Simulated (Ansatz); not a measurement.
# Guessed and relaxed cells of Al

The cell of Al is invented: random cell by space group and Wyckoff sites (Pm-3m, No. 221). Its size is a rough estimate.

start.cif

```cif
data_structure
_symmetry_space_group_name_H-M 'Pm-3m'
_symmetry_Int_Tables_number 221
_cell_length_a 3.2725
_cell_length_b 3.2725
_cell_length_c 3.2725
_cell_angle_alpha 90.000
_cell_angle_beta 90.000
_cell_angle_gamma 90.000
_cell_volume 35.05
loop_
_atom_site_label
_atom_site_type_symbol
_atom_site_symmetry_multiplicity
_atom_site_Wyckoff_symbol
_atom_site_fract_x
_atom_site_fract_y
_atom_site_fract_z
_atom_site_occupancy
Al1 Al 3 c 0.00000 0.50000 0.50000 1
```

Level of theory: Ansatz 0.2.0, DFT PBE, scalar-relativistic, plane waves, PAW. Cutoff 420 eV, Gaussian smearing, Γ-centred meshes. Cell and atoms relax first on a coarse mesh and then on a finer one. In between, the cell is made exact in the group found at 0.06 Å. In metals the finer mesh still leaves noise of several meV/atom or more. The steps can't lower the symmetry of their start. No spin polarisation.

end.cif

```cif
data_structure
_symmetry_space_group_name_H-M 'Pm-3m'
_symmetry_Int_Tables_number 221
_cell_length_a 3.9157
_cell_length_b 3.9157
_cell_length_c 3.9157
_cell_angle_alpha 90.000
_cell_angle_beta 90.000
_cell_angle_gamma 90.000
_cell_volume 60.04
loop_
_atom_site_label
_atom_site_type_symbol
_atom_site_symmetry_multiplicity
_atom_site_Wyckoff_symbol
_atom_site_fract_x
_atom_site_fract_y
_atom_site_fract_z
_atom_site_occupancy
Al1 Al 3 c 0.00000 0.50000 0.50000 1
```

The symmetry stays Pm-3m (No. 221). The volume per atom grows by 71.3 %, from 11.7 to 20.0 Å³. The shortest distance goes from 2.31 Å (Al–Al) to 2.77 Å (Al–Al). The energy falls by about 1.7 eV/atom (the start's value is from the coarse mesh).

```yaml
Volume_per_atom: 20.01 Å³
Density: 2.24 g/cm³
Energy_over_the_standard_state: +0.21 eV/atom
Gap_on_the_12×12×12_mesh_of_the_3-atom_cell: 0 eV (a metal)
```

Energies count from the standard state of Al at the same level. So it is a metastable form at best.

The last run used Gaussian smearing of 0.10 eV. A structure relaxed within its symmetry needn't be a true minimum. In all, the 3 runs took 29 s on 1 thread of Arm Neoverse N1, on a shared host. Another cell of Al relaxed alike, in Fm-3m, lies 209 meV/atom lower, so this cell isn't the stable form at this level.
